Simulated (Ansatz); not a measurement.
# SnTe (Fm-3m) in Ansatz: a series of runs

Aim: see how the results for SnTe move with the level of theory and the settings. Levels: revPBE, PBEsol, PBE. Tasks: band structure, elastic constants.

Everything below comes from runs of Ansatz 0.2.0. Logs are shortened: lines on timing, memory, paths and dates and some standing lists are left out, and cuts for length are marked.

**Experimental background.**

From a printed reference work, textbook, for a bulk crystal of SnTe at 300 K: band gap 0.18 eV (direct).

The results are compared with them further down.

## (1) The crystal as given

The structure is cubic, space group Fm-3m (No. 225). The conventional cell has a = 6.302 Å, b = 6.302 Å, c = 6.302 Å, α = 90.00°, β = 90.00°, γ = 90.00°. Te (site symmetry m-3m) has 6 Sn at 3.15 Å as nearest neighbours. Sn (site symmetry m-3m) is surrounded by 6 Te at 3.15 Å.

## (2) Band structure, revPBE

input.yaml

```yaml
crystal:
  lattice:
    - [0.0, 3.15085, 3.15085]
    - [3.15085, 0.0, 3.15085]
    - [3.15085, 3.15085, 0.0]
  atoms:
    - { symbol: Te, position: [0.5, 0.5, 0.5] }
    - { symbol: Sn, position: [0.0, 0.0, 0.0] }
kpoints:
  mp_grid: { grid: [7, 7, 7] }
  band_path:
    path:
      - [0.0, 0.0, 0.0]
      - [0.5, 0.0, 0.5]
      - [0.5, 0.25, 0.75]
      - [0.375, 0.375, 0.75]
      - [0.0, 0.0, 0.0]
      - [0.5, 0.5, 0.5]
      - [0.625, 0.25, 0.625]
      - [0.5, 0.25, 0.75]
    npoints: 12
scf:
  occupations: { method: fermi_dirac, width: 0.05 }
hamiltonian:
  xc: revpbe
  pseudopotentials: { kind: all_electron, lapw: { basis_error: 0.001 } }
output:
  forces: true
  stress: true
  eigenvalues: true
```

Potentials or basis: all-electron LAPW, scalar-relativistic.

The run is started by

```console
ansatz run input.yaml --threads 1 --pin off --max-ram 3072MiB --backend cpu --events-out ev --progress --plain --runs-dir out
```

The program printed:

```text
Warning: RAYON_NUM_THREADS=1 ignored (pool sized by the plan → 1); use --threads N
LAPW: plane waves up to 6.969 Å⁻¹, error target 1.0e-3 eV per atom; small_component_spin mean_spin; Sn in spheres of 1.592 Å, 22 of its electrons in bands, Dirac shells []; Te in spheres of 1.559 Å, 24 of its electrons in bands, Dirac shells [] (how accurate: hamiltonian.pseudopotentials.lapw.basis_error, Limitations)
Engine: ansatz 0.2.0, x86_64-unknown-linux-gnu
Pseudopotentials: kind: all_electron
Pseudopotential: Te, LAPW, valence charge 24, lapw/all_electron/scalar/gaussian/Te, Koelling and Harmon's equation, gaussian nucleus
Pseudopotential: Sn, LAPW, valence charge 22, lapw/all_electron/scalar/gaussian/Sn, Koelling and Harmon's equation, gaussian nucleus
Functional definition: revPBE
  parameter kappa = 1.245
  parameter beta = 0.06672455060314922
  exchange = pbe_x(kappa = kappa, mu = beta*pi^2/3)
  correlation = pbe_c(beta = beta)
Crystal: 2 atoms, lattice volume = 62.562 Å³
Basis set: ecut = 185.01752061836868 eV, 339 PW (Γ), exchange–correlation at level 2
Bands: 28, of which v1, the nominal top of the filled ones, is band 23 counted from 1 (22 counted from 0)
Symmetry: 48 space group operations
Space group: Fm-3m (ITA 225), of the structure as read, at distance tolerance 4.0e-5 Å
k-points: 20 of 343
Non-local potential: Te, projectors of the file, none
Non-local potential: Sn, projectors of the file, none
Initial density: superposition of atomic densities (chi_scale 0.1, normalization cell, long waves kept (reshape's long-wave potential 0.00 eV rms))
Initial wavefunctions: plane waves of lowest kinetic energy (no species holds an atomic orbital)
Functional: x = revpbe(κ = 1.245, μ = 0.2195149727645171), c = pbe(β = 0.06672455060314922)
iter 1 solved again at ethr=4.53e-4 eV; its pass at ethr=1.00e-1 eV (dr2=2.09e-1 eV) is discarded
SCF iter   1: F=—  HF=-352986.791629 eV  |F-HF|=—  |Δ(HF+E_count)|=         —  Δρ=1.25e-2  dr2=2.09e-1  ethr=4.53e-4  ⟨swp⟩=2.7  Hψ=3590  notcnv=0
preconditioner: auto → none  [insulator: Δε(μ)=0.669 eV  Ē_g=17.540 eV  σ=0.050 eV  W_gap=1.00  n_scr=14 (ndim 8)  ℏωp=21.0 eV  f_vac=0.029  D(μ)=0.00/eV (n_scr^D=0)  ε∞_Penn≈2.4]
iter 2 solved again at ethr=1.66e-5 eV; its pass at ethr=4.53e-4 eV (dr2=7.65e-3 eV) is discarded
SCF iter   2: F=—  HF=-352986.747869 eV  |F-HF|=—  |Δ(HF+E_count)|=   4.38e-2  Δρ=3.92e-3  dr2=7.66e-3  ethr=1.66e-5  ⟨swp⟩=2.0  Hψ=2904  notcnv=0
SCF iter   3: F=—  HF=-352986.746954 eV  |F-HF|=—  |Δ(HF+E_count)|=   9.15e-4  Δρ=2.42e-3  dr2=4.51e-3  ethr=1.66e-5  ⟨swp⟩=2.0  Hψ=1679  notcnv=0
SCF iter   4: F=—  HF=-352986.748591 eV  |F-HF|=—  |Δ(HF+E_count)|=   1.64e-3  Δρ=1.05e-3  dr2=8.65e-4  ethr=9.81e-6  ⟨swp⟩=2.0  Hψ=1673  notcnv=0
SCF iter   5: F=—  HF=-352986.748845 eV  |F-HF|=—  |Δ(HF+E_count)|=   2.54e-4  Δρ=2.32e-4  dr2=4.43e-5  ethr=1.88e-6  ⟨swp⟩=2.5  Hψ=1677  notcnv=0
SCF iter   6: F=—  HF=-352986.748870 eV  |F-HF|=—  |Δ(HF+E_count)|=   2.50e-5  Δρ=2.63e-5  dr2=6.22e-7  ethr=9.64e-8  ⟨swp⟩=2.9  Hψ=1719  notcnv=0
SCF iter   7: F=-352986.748871 eV  HF=-352986.748871 eV  |F-HF|=9.14e-9  |Δ(HF+E_count)|=   5.18e-7  Δρ=3.17e-6  dr2=1.13e-8  ethr=1.35e-9  ⟨swp⟩=3.0  Hψ=1740  notcnv=0
SCF 1 converged in 7 iterations: F = -352986.748871 eV  dr2 = 1.13e-8
NSCF: frozen V_eff on 85 k-points
SCF converged after 7 iterations
Free energy (F): -352986.748871 eV
Harris-Foulkes:  -352986.748871 eV  (|F-HF|=9.14e-9)
Internal energy: -352986.748796 eV  (E = F + TS)
E sigma→0 (E₀):  -352986.748833 eV
Entropy (-TS):   -0.000075 eV (-0.037 meV/atom)
Fermi energy:    12.229358 eV
--- Per-component energies (eV) ---
  E_band       = -1839.734075
  E_kinetic    = 372057.796936
  E_xc         = -9301.576261
  E_electrostatic = -715742.969471  (all electrons and nuclei)
  E_smearing   = -0.000075  (= −TS)
  E_closure    = 0.000000  (closes the sum)
  E_atoms      = -352979.859090  (free atoms, spherical and without spin; not in F)
  Σ components = -352986.748871   (vs F -352986.748871, Δ=0.00e0)
  Basis errors (estimates in eV, not in F): energy 3.6e-4 per atom: plane waves 3.4e-4 (1.9e-4 summed), levels above the bands 3.6e-43, relativity 1.4e-8, radial functions 1.6e-5, core shells 6.1e-10; eigenvalues (radial functions only) 2.4e-6; not estimated: angular momenta, meshes, grids; target (lapw.basis_error) 1.0e-3; muffin-tin radii Sn 1.592 Å, Te 1.559 Å
--- Forces (eV/Å), atoms counted from 1 ---
  atom   1  Te     0.00000000    -0.00000000     0.00000000
  atom   2  Sn    -0.00000000     0.00000000    -0.00000000
  max |Σ_I F_I| component: 3.12e-31 eV/Å
--- Stress (GPa, compression-positive) ---
        3.260291      -0.000000       0.000000
       -0.000000       3.260291      -0.000000
        0.000000      -0.000000       3.260291
  P = ⅓ Tr σ = 3.2603 GPa (32.603 kbar)
--- Band table (eV; the first three rows and the last of 20) ---
  k-point 0: bands = ["-147.6429", "-117.8437", "-97.6661", "-97.6661", "-97.6661", "-73.6217", "-73.6217", "-73.6217", "-24.9765", "-24.9765", "-24.9730", "-24.9730", "-24.9730", "-9.8294", "-9.8294", "-9.8263", "-9.8263", "-9.8263", "-0.6676", "7.4957", "9.9742", "9.9742", "9.9742", "15.5047", "15.5047", "15.5047", "16.9016", "16.9016"]
  k-point 1: bands = ["-147.6429", "-117.8437", "-97.6661", "-97.6661", "-97.6661", "-73.6217", "-73.6217", "-73.6217", "-24.9764", "-24.9764", "-24.9730", "-24.9729", "-24.9729", "-9.8304", "-9.8304", "-9.8260", "-9.8251", "-9.8251", "-0.4966", "6.5984", "10.0045", "10.0045", "10.5979", "14.6620", "14.6620", "14.7119", "16.8743", "17.3201"]
  k-point 2: bands = ["-147.6429", "-117.8437", "-97.6661", "-97.6661", "-97.6661", "-73.6217", "-73.6217", "-73.6217", "-24.9763", "-24.9763", "-24.9728", "-24.9726", "-24.9726", "-9.8331", "-9.8331", "-9.8254", "-9.8221", "-9.8221", "-0.0286", "5.1192", "10.1152", "10.1152", "11.3587", "13.4316", "13.4316", "13.5195", "17.5762", "18.4710"]
  k-point 19: bands = ["-147.6429", "-117.8437", "-97.6661", "-97.6661", "-97.6661", "-73.6217", "-73.6217", "-73.6217", "-24.9766", "-24.9760", "-24.9727", "-24.9724", "-24.9719", "-9.8416", "-9.8303", "-9.8242", "-9.8214", "-9.8163", "0.9664", "4.6702", "7.1811", "7.8992", "10.9033", "13.3400", "16.2809", "17.1948", "17.4276", "18.6405"]
```

Wall time 9.3 s (1 thread of AMD EPYC 7R43 (Zen 3), shared host); peak memory 0.32 GiB.

What came out:

```yaml
Free_energy: -352986.7489 eV
Pressure: 3.3 GPa
Band_gap_along_the_path: 0.08 eV, direct
```

Levels at the corners of the path, in eV from the Fermi level:
```
point  band 19  band 20  band 21  band 22  band 23  band 24  band 25  band 26  band 27  band 28
    Γ   -12.90    -4.73    -2.26    -2.26    -2.26     3.28     3.28     3.28     4.67     4.67
    X   -11.32    -6.53    -5.67    -3.85    -3.85     2.10     4.85     4.85     6.32     9.01
    W   -11.23    -7.44    -4.93    -4.93    -0.93     0.77     4.55     4.55     6.00     6.00
    K   -11.28    -7.50    -5.28    -3.36    -2.80     2.94     3.01     4.13     5.49     8.03
    Γ   -12.90    -4.73    -2.26    -2.26    -2.26     3.28     3.28     3.28     4.67     4.67
    L   -11.62    -8.42    -1.92    -1.92    -0.05     0.03     0.28     0.28     7.72     8.76
    U   -11.28    -7.50    -5.28    -3.36    -2.80     2.94     3.01     4.13     5.49     8.03
    W   -11.23    -7.44    -4.93    -4.93    -0.93     0.77     4.55     4.55     6.00     6.00
```

Caveat: this odd mesh misses L, where the gap lies, so gap, dielectric constants and Born charges aren't listed; spin-orbit coupling is left out, which moves the levels of the heavy elements.

## (3) Band structure, PBEsol

input.yaml, as its differences from that of step 2:

```diff
@@ -20,3 +20,3 @@
       - [0.5, 0.25, 0.75]
-    npoints: 12
+    npoints: 6
 scf:
@@ -24,3 +24,3 @@
 hamiltonian:
-  xc: revpbe
+  xc: pbesol
   pseudopotentials: { kind: all_electron, lapw: { basis_error: 0.001 } }
```

Potentials or basis: all-electron LAPW, scalar-relativistic.

The run is started by

```console
ansatz run input.yaml --threads 1 --pin off --max-ram 3072MiB --backend cpu --events-out ev --progress --plain --runs-dir out
```

Run time: 6.8 s. Hardware: 1 thread of AMD EPYC 7R43 (Zen 3), shared host; peak memory 0.32 GiB.

Results (log left out):

- Free energy: -352821.5358 eV
- Pressure: -0.4 GPa
- Band gap along the path: 0.14 eV, direct

Levels at the corners of the path, in eV from the Fermi level:
```csv
point,band 19,band 20,band 21,band 22,band 23,band 24,band 25,band 26,band 27,band 28
Γ,-12.87,-4.76,-2.17,-2.17,-2.17,3.29,3.29,3.29,4.70,4.70
X,-11.28,-6.53,-5.64,-3.79,-3.79,2.07,4.87,4.87,6.32,9.14
W,-11.20,-7.42,-4.88,-4.88,-0.86,0.79,4.54,4.54,6.00,6.00
K,-11.25,-7.48,-5.24,-3.29,-2.77,2.98,3.01,4.11,5.49,8.00
Γ,-12.87,-4.76,-2.17,-2.17,-2.17,3.29,3.29,3.29,4.70,4.70
L,-11.59,-8.39,-1.84,-1.84,-0.09,0.05,0.32,0.32,7.64,8.72
U,-11.25,-7.48,-5.24,-3.29,-2.77,2.98,3.01,4.11,5.49,8.00
W,-11.20,-7.42,-4.88,-4.88,-0.86,0.79,4.54,4.54,6.00,6.00
```

Caveat: this odd mesh misses L, where the gap lies, so gap, dielectric constants and Born charges aren't listed; spin-orbit coupling is left out, which moves the levels of the heavy elements.

## (4) Elastic constants, PBE

input.yaml

```yaml
crystal:
  lattice:
    - [0.0, 3.15085, 3.15085]
    - [3.15085, 0.0, 3.15085]
    - [3.15085, 3.15085, 0.0]
  atoms:
    - { symbol: Te, position: [0.5, 0.5, 0.5] }
    - { symbol: Sn, position: [0.0, 0.0, 0.0] }
kpoints:
  mp_grid: { grid: [5, 5, 5] }
scf:
  occupations: { method: fermi_dirac, width: 0.05 }
hamiltonian:
  xc: pbe
  pseudopotentials: { kind: all_electron, lapw: { basis_error: 0.001 } }
output:
  forces: true
  stress: true
elastic:
  mode: clamped_ion
  stencil: two_point
```

Potentials or basis: all-electron LAPW, scalar-relativistic.

The run is started by

```console
ansatz run input.yaml --threads 1 --pin off --max-ram 3072MiB --backend cpu --events-out ev --progress --plain --runs-dir out
```

The program printed:

```text
Warning: RAYON_NUM_THREADS=1 ignored (pool sized by the plan → 1); use --threads N
LAPW: plane waves up to 7.264 Å⁻¹, error target 1.0e-3 eV per atom; small_component_spin mean_spin; Sn in spheres of 1.542 Å, 22 of its electrons in bands, Dirac shells []; Te in spheres of 1.514 Å, 24 of its electrons in bands, Dirac shells [] (how accurate: hamiltonian.pseudopotentials.lapw.basis_error, Limitations)
[... 4 set-up lines as earlier in the session ...]
Functional definition: PBE
  parameter kappa = 0.804
[... 3 set-up lines as earlier in the session ...]
Crystal: 2 atoms, lattice volume = 62.562 Å³
Basis set: ecut = 201.05892061908685 eV, 411 PW (Γ), exchange–correlation at level 2
Bands: 28, of which v1, the nominal top of the filled ones, is band 23 counted from 1 (22 counted from 0)
[... 2 set-up lines as earlier in the session ...]
k-points: 10 of 125
[... 105 lines left out ...]
  k-point 9: bands = ["-147.6570", "-117.8607", "-97.6958", "-97.6958", "-97.6958", "-73.6466", "-73.6466", "-73.6466", "-25.0308", "-25.0303", "-25.0261", "-25.0256", "-25.0252", "-9.8847", "-9.8736", "-9.8664", "-9.8620", "-9.8581", "0.7681", "4.5566", "7.6239", "7.7087", "10.8110", "13.2004", "16.0197", "16.4638", "17.4729", "18.8975"]
--- Elastic constants: 2 strain directions × 2 members + reference (group order 48) ---
  dense FFT box of the reference and of every strained cell: 24×24×24
  strains applied: 11, 23; error gains: componentwise 1.00 (the most a stress slope's error grows in a printed constant), spectral 1.73 (1 for all six strains in a standard setting)
  C = ∂σ_k/∂η_j (tension-positive GPa; Voigt order 11 22 33 23 13 12):
       141.883      2.691      2.691     -0.000     -0.000      0.000
         2.691    141.883      2.691      0.000      0.000     -0.000
         2.691      2.691    141.883      0.000      0.000     -0.000
         0.000     -0.000      0.000     16.010     -0.000      0.000
        -0.000     -0.000     -0.000      0.000     16.010     -0.000
        -0.000      0.000     -0.000      0.000     -0.000     16.010
  reference stress σ⁰ (GPa):     -2.238     -2.238     -2.238      0.000     -0.000     -0.000
  no Pulay correction (none for the plane-wave cutoff is built on LAPW): the batch's stresses and constants are at fixed plane waves
  C* (energy form; C + prestress term) asymmetry max|C*_kj − C*_jk| = 2.220e-15 GPa — a small one proves nothing (zero by symmetry where the batch's group is 432, −43m or m−3m); a large one is finite-difference/SCF noise where every solve meets its electron count
  moduli (Voigt/Reuss/Hill, GPa): K = 49.09/49.09/49.09   G = 37.44/23.14/30.29   E = 75.37   ν = 0.244
  mechanically stable: yes (min eigenvalue of sym C = 16.01 GPa)
  where every solve meets its electron count the energy-path curvature estimates C_jj along a normal strain and C_jj − ¼(σ⁰_aa + σ⁰_bb) along a shear (ab), closely only under elastic.basis: deformed
  strain η (Voigt 11):  stress-route row diagonal C_11 = 141.88 GPa, energy-path curvature d²(F+E_count)/dδ²/Ω₀ = 141.88 GPa
         δ    σ_11 (GPa)             F (eV)   n_scf  n_hpsi   n_pw
    -2.000e-3      -2.5254     -352974.3584468       8   16137    411
     2.000e-3      -1.9578     -352974.3619446       8   16117    411
  strain η (Voigt 23):  stress-route row diagonal C_44 = 16.01 GPa, energy-path curvature d²(F+E_count)/dδ²/Ω₀ = 17.13 GPa
         δ    σ_23 (GPa)             F (eV)   n_scf  n_hpsi   n_pw
    -2.000e-3      -0.0320     -352974.3602931       7   22374    411
     2.000e-3       0.0320     -352974.3602931       7   22371    411
```

elastic_members.tsv:

```text
[... 15 lines left out ...]
3	2.0000000000e-3	-2.2382282737e0	-2.2382453809e0	-2.2382453809e0	3.2021389590e-2	0.0000000000e0	3.4741667746e-17	-3.5297436029e5	-3.5297436027e5	7	22371	411	nan	nan	0.0000000000e0	nan	nan	nan	nan	nan	nan	nan	0.0000000000e0
```

It took 20 s on 1 thread of AMD EPYC 7R43 (Zen 3), shared host; peak memory 0.36 GiB.

Results:

| Property | Result |
| --- | --- |
| Free energy | -352974.3603 eV |
| Pressure | 2.2 GPa |
| Clamped-ion elastic constants C11, C12, C44 | 142, 3, 16 GPa |
| Voigt bulk modulus | 49 GPa |

Elastic tensor in Voigt notation (GPa, ions clamped, in the Cartesian axes of the cell as first typed):
```
142   3   3   0   0   0
  3 142   3   0   0   0
  3   3 142   0   0   0
  0   0   0  16   0   0
  0   0   0   0  16   0
  0   0   0   0   0  16
```

Caveat: a metal's response needs a denser mesh; this odd mesh misses L, where the gap lies, so gap, dielectric constants and Born charges aren't listed.

## (5) Overview

```tsv
task	level	k mesh	cutoff (eV)	pressure (GPa)
band structure	revPBE	7 × 7 × 7	185	3.3
band structure	PBEsol	7 × 7 × 7	185	-0.4
elastic constants	PBE	5 × 5 × 5	201	2.2
```

Alike in all rows: potentials or basis all-electron LAPW, scalar-relativistic; no spin polarisation; cell as given; smearing fermi-dirac 0.05 eV; basis error allowed 0.001 eV/atom.

The pressure there spans -0.4 GPa (PBEsol) to 3.3 GPa (revPBE); a positive pressure means that this level wants a larger cell, a negative one a smaller.

Caveats: spin-orbit coupling is left out, which moves the levels of the heavy elements (some runs); a metal's response needs a denser mesh (some runs).

Compare energies only between runs with the same functional and basis.

## (6) Comparison with measurements

Step 2. Against the measured gap of SnTe, 0.18 eV (direct; 300 K; a printed reference work, textbook), the calculated 0.08 eV is off by -0.10 eV. Spin-orbit coupling on Sn, Te is left out. The value is that of revPBE, without temperature or zero-point motion. Semilocal functionals fall short of measured gaps as a rule.

Step 3. Against the measured gap of SnTe, 0.18 eV (direct; 300 K; a printed reference work, textbook), the calculated 0.14 eV is off by -0.04 eV. Spin-orbit coupling on Sn, Te is left out. The value is that of PBEsol, without temperature or zero-point motion. Semilocal functionals fall short of measured gaps as a rule.
